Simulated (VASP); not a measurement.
# VASP 6.6.1, PBE single-point calculation, AlN (strained wurtzite)

INCAR

```
EDIFF = 1E-7
IBRION = -1
ISMEAR = -1
NSW = 0
LCHARG = .FALSE.
NELM = 120
PREC = Accurate
ENCUT = 520
LREAL = .FALSE.
SIGMA = 0.02
GGA = PE
ISIF = 2
LASPH = .TRUE.
LWAVE = .FALSE.
NBANDS = 16
```

KPOINTS

```
KPOINTS created by Atomic Simulation Environment
0
Gamma
12 12 6
0 0 0
```

KPOINTS_OPT

```
special points
6
Reciprocal
0.0000000000 0.0000000000 0.0000000000 1
0.5000000000 0.0000000000 0.0000000000 1
0.3333333333 0.3333333333 0.0000000000 1
0.0000000000 0.0000000000 0.5000000000 1
0.5000000000 0.0000000000 0.5000000000 1
0.3333333333 0.3333333333 0.5000000000 1
```

POSCAR

```
Al N
 1.0000000000000000
     3.2452523039688348    0.0000000000000000    0.0000000000000000
    -1.6226261519844174    2.8104709369269898    0.0000000000000000
     0.0000000000000000    0.0000000000000000    5.2006367362999999
 Al  N
   2   2
Cartesian
 -0.0000000000000000  1.8736472912846600 -0.0145913401662472
  1.6226261519844174  0.9368236456423300  2.5857270279837525
 -0.0000000000000000  1.8736472912846600  1.9648301162787469
  1.6226261519844174  0.9368236456423300  4.5651484844287467
```

VASP ran with the recommended PBE PAW datasets (16 valence electrons in the cell).

Command

```
mpirun -np 1 vasp_std
```

OSZICAR

```
N       E                     dE             d eps       ncg     rms          rms(c)
DAV:   1     0.425320959331E+02    0.42532E+02   -0.71067E+03  2432   0.880E+02
DAV:   2    -0.299462539351E+02   -0.72478E+02   -0.65892E+02  3456   0.180E+02
DAV:   3    -0.337973517384E+02   -0.38511E+01   -0.38378E+01  3064   0.427E+01
DAV:   4    -0.338235159191E+02   -0.26164E-01   -0.26162E-01  2976   0.407E+00
DAV:   5    -0.338238843120E+02   -0.36839E-03   -0.36839E-03  3168   0.483E-01    0.114E+01
DAV:   6    -0.294791546428E+02    0.43447E+01   -0.10824E+01  2968   0.230E+01    0.394E+00
DAV:   7    -0.295085502984E+02   -0.29396E-01   -0.56717E-01  2544   0.539E+00    0.278E+00
DAV:   8    -0.295018119554E+02    0.67383E-02   -0.79897E-02  2672   0.260E+00    0.791E-01
DAV:   9    -0.294949466801E+02    0.68653E-02   -0.14620E-02  3120   0.903E-01    0.286E-01
DAV:  10    -0.294957013834E+02   -0.75470E-03   -0.31789E-03  2760   0.351E-01    0.175E-01
DAV:  11    -0.294955652439E+02    0.13614E-03   -0.25479E-04  2896   0.121E-01    0.435E-02
DAV:  12    -0.294955691561E+02   -0.39122E-05   -0.18002E-05  2696   0.336E-02    0.790E-03
DAV:  13    -0.294955690420E+02    0.11407E-06   -0.63281E-06  3000   0.186E-02    0.651E-03
DAV:  14    -0.294955690635E+02   -0.21501E-07   -0.47833E-07  2776   0.584E-03
   1 F= -.29495569E+02 E0= -.29495569E+02  d E =-.430882E-12
       N       E                     dE             ncg
DAV:   1     0.268932273963E+04   -0.21873E+04      192
DAV:   2     0.229962063473E+04   -0.38970E+03      256
DAV:   3     0.227966536391E+04   -0.19955E+02      264
DAV:   4     0.227951172701E+04   -0.15364E+00      200
DAV:   5     0.227950930633E+04   -0.24207E-02      264
DAV:   6     0.227950924475E+04   -0.61580E-04      224
DAV:   7     0.227950924276E+04   -0.19819E-05      264
DAV:   8     0.227950924273E+04   -0.37742E-07      184
```

From OUTCAR

```
k-points           NKPTS =     76   k-points in BZ     NKDIM =     76   number of bands    NBANDS=     16

   NELECT =      16.0000    total number of electrons

   dimension x,y,z NGX =    24 NGY =   24 NGZ =   40
   dimension x,y,z NGXF=    48 NGYF=   48 NGZF=   80

  energy-cutoff  :      520.00
  volume of cell :       47.43
      direct lattice vectors                 reciprocal lattice vectors
     3.245252304  0.000000000  0.000000000     0.308142451  0.177906127  0.000000000
    -1.622626152  2.810470937  0.000000000     0.000000000  0.355812254  0.000000000
     0.000000000  0.000000000  5.200636736     0.000000000  0.000000000  0.192284147

 k-points in reciprocal lattice and weights: KPOINTS created by Atomic Simulation Env
   0.00000000  0.00000000  0.00000000       0.001
   0.08333333 -0.00000000  0.00000000       0.007
   0.16666667  0.00000000  0.00000000       0.007
   0.25000000 -0.00000000  0.00000000       0.007
   0.33333333 -0.00000000  0.00000000       0.007
   0.41666667 -0.00000000  0.00000000       0.007
   0.50000000 -0.00000000  0.00000000       0.003
   0.08333333  0.08333333  0.00000000       0.007
   ...

 E-fermi :   5.4216

 k-point     1 :       0.0000    0.0000    0.0000
  band No.  band energies     occupation
      1      -9.4689      2.00000
      2      -7.6952      2.00000
      3      -0.4644      2.00000
      4       4.1968      2.00000
      5       4.1968      2.00000
      6       4.8123      2.00000
      7       4.8123      2.00000
      8       4.9739      2.00000
      9       8.1200      0.00000
     10      10.5846      0.00000
     11      14.5957      0.00000
     12      15.2345      0.00000
     13      15.2345      0.00000
     14      16.8287      0.00000
     15      16.9540      0.00000
     16      16.9540      0.00000

 k-point     2 :       0.0833   -0.0000    0.0000
  band No.  band energies     occupation
      1      -9.3931      2.00000
      2      -7.6533      2.00000
      3      -0.3696      2.00000
      4       3.8088      2.00000
      5       4.0931      2.00000
      6       4.3779      2.00000
      7       4.7952      2.00000
      8       4.9380      2.00000
      9       8.5698      0.00000
     10      10.9471      0.00000
     11      14.3170      0.00000
     12      14.7232      0.00000
     13      15.4514      0.00000
     14      16.6172      0.00000
     15      16.9249      0.00000
     16      17.0453      0.00000

 k-point     3 :       0.1667    0.0000    0.0000
  band No.  band energies     occupation
      1      -9.1731      2.00000
      2      -7.5394      2.00000
      3      -0.0909      2.00000
      4       2.8733      2.00000
      5       3.5250      2.00000
      6       3.8458      2.00000
      7       4.7250      2.00000
      8       4.8126      2.00000
      9       9.4561      0.00000
     10      11.6694      0.00000
     11      13.5249      0.00000
     12      13.9248      0.00000
     13      15.9804      0.00000
     14      16.1167      0.00000
     15      16.4531      0.00000
     16      16.9560      0.00000

 k-point     4 :       0.2500   -0.0000    0.0000
  band No.  band energies     occupation
      1      -8.8332      2.00000
      2      -7.3900      2.00000
      3       0.3509      2.00000
      4       1.8049      2.00000
      5       2.6324      2.00000
      6       3.5587      2.00000
      7       4.5689      2.00000
      8       4.6049      2.00000
      9      10.2651      0.00000
     10      11.8046      0.00000
     11      12.5125      0.00000
     12      13.9387      0.00000
     13      15.7982      0.00000
     14      15.8418      0.00000
     15      15.9974      0.00000
     16      17.2844      0.00000

 k-point     5 :       0.3333   -0.0000    0.0000
  band No.  band energies     occupation
      1      -8.4221      2.00000
      2      -7.2662      2.00000
      3       0.7675      2.00000
      4       1.0221      2.00000
      5       1.8610      2.00000
      6       3.3076      2.00000
      7       4.1809      2.00000
      8       4.4752      2.00000
      9      10.5942      0.00000
     10      11.2668      0.00000
     11      11.9884      0.00000
     12      14.2601      0.00000
     13      15.5723      0.00000
     14      15.6515      0.00000
     15      16.0058      0.00000
     16      18.1419      0.00000

 k-point     6 :       0.4167   -0.0000    0.0000
  band No.  band energies     occupation
      1      -8.0298      2.00000
      2      -7.2326      2.00000
      3       0.2114      2.00000
      4       1.2700      2.00000
      5       1.6102      2.00000
      6       3.1401      2.00000
      7       3.6899      2.00000
      8       4.3786      2.00000
      9      10.4592      0.00000
     10      10.7061      0.00000
     11      12.0512      0.00000
     12      14.3130      0.00000
     13      15.2706      0.00000
     14      15.6529      0.00000
     15      16.6193      0.00000
     16      18.6917      0.00000

 k-point     7 :       0.5000   -0.0000    0.0000
  band No.  band energies     occupation
      1      -7.8379      2.00000
      2      -7.2603      2.00000
      3      -0.0095      2.00000
      4       1.0980      2.00000
      5       1.9273      2.00000
      6       3.0817      2.00000
      7       3.3875      2.00000
      8       4.3433      2.00000
      9      10.3727      0.00000
     10      10.4931      0.00000
     11      12.1015      0.00000
     12      14.3432      0.00000
     13      15.1663      0.00000
     14      15.6715      0.00000
     15      16.8940      0.00000
     16      18.6309      0.00000

 k-point     8 :       0.0833    0.0833    0.0000
  band No.  band energies     occupation
      1      -9.2451      2.00000
      2      -7.5753      2.00000
      3      -0.1828      2.00000
      4       3.2633      2.00000
      5       3.5106      2.00000
      6       4.1101      2.00000
      7       4.6902      2.00000
      8       4.8569      2.00000
      9       9.2206      0.00000
     10      11.5282      0.00000
     11      13.7941      0.00000
     12      14.0377      0.00000
     13      15.8657      0.00000
     14      16.2282      0.00000
     15      16.3831      0.00000
     16      17.5201      0.00000

 k-point     9 :       0.1667    0.0833    0.0000
  band No.  band energies     occupation
      1      -8.9645      2.00000
      2      -7.4430      2.00000
      3       0.1787      2.00000
      4       2.3331      2.00000
      5       2.7601      2.00000
      6       3.7353      2.00000
      7       4.5290      2.00000
      8       4.6750      2.00000
      9      10.0777      0.00000
     10      12.1632      0.00000
     11      12.8880      0.00000
     12      13.4954      0.00000
     13      15.5742      0.00000
     14      15.9238      0.00000
     15      16.3172      0.00000
     16      17.2960      0.00000

 k-point    10 :       0.2500    0.0833    0.0000
  band No.  band energies     occupation
      1      -8.5865      2.00000
      2      -7.3048      2.00000
      3       0.6763      2.00000
      4       1.3551      2.00000
      5       2.0873      2.00000
      6       3.3231      2.00000
      7       4.3587      2.00000
      8       4.3632      2.00000
      9      10.7433      0.00000
     10      11.8228      0.00000
     11      12.0962      0.00000
     12      13.9346      0.00000
     13      15.1886      0.00000
     14      15.7151      0.00000
     15      16.0878      0.00000
     16      17.8830      0.00000

 k-point    11 :       0.3333    0.0833    0.0000
  band No.  band energies     occupation
      1      -8.1761      2.00000
      2      -7.2273      2.00000
      3       0.5328      2.00000
      4       1.2835      2.00000
      5       1.5739      2.00000
      6       3.0082      2.00000
      7       3.9171      2.00000
      8       4.2124      2.00000
      9      10.8039      0.00000
     10      11.0772      0.00000
     11      12.1038      0.00000
     12      14.2189      0.00000
     13      15.0419      0.00000
     14      15.8005      0.00000
     15      16.2246      0.00000
     16      18.4121      0.00000

 k-point    12 :       0.4167    0.0833    0.0000
  band No.  band energies     occupation
      1      -7.8562      2.00000
      2      -7.2453      2.00000
      3       0.1122      2.00000
      4       1.1826      2.00000
      5       1.8873      2.00000
      6       2.8437      2.00000
      7       3.4597      2.00000
      8       4.1285      2.00000
      9      10.5351      0.00000
     10      10.7764      0.00000
     11      12.2508      0.00000
     12      14.2865      0.00000
     13      15.0072      0.00000
     14      15.6513      0.00000
     15      16.8351      0.00000
     16      18.6617      0.00000

 ...

  Total       -5.2121169     -5.2121169     -4.7674488      0.0000000     -0.0000000      0.0000000
  in kB     -176.0518708   -176.0518708   -161.0321305      0.0000000     -0.0000000      0.0000000
  external PRESSURE =    -171.0452907 kB  Pullay stress =       0.0000000 kB

 POSITION                                       TOTAL-FORCE (eV/Angst)
 -----------------------------------------------------------------------------------
      0.00000      1.87365      5.18605         0.000000      0.000000     -0.009359
      1.62263      0.93682      2.58573        -0.000000     -0.000000     -0.009359
      0.00000      1.87365      1.96483        -0.000000      0.000000      0.009359
      1.62263      0.93682      4.56515        -0.000000      0.000000      0.009359
 -----------------------------------------------------------------------------------
    total drift:                                0.000000      0.000000      0.000669

  FREE ENERGIE OF THE ION-ELECTRON SYSTEM (eV)
  ---------------------------------------------------
  free  energy   TOTEN  =       -29.4955690635 eV

  energy  without entropy=      -29.4955690635  energy(sigma->0) =      -29.49556906
```

- gap between bands v and c: 3.15 eV
- least direct gap: 3.15 eV
- pressure: -17.1 GPa

Band v is the last that the valence electrons fill when counted band by band, and c is the next.

The run took about 17 s on one core of a shared host (Intel Xeon 6975P-C) and held 0.21 GiB at most.
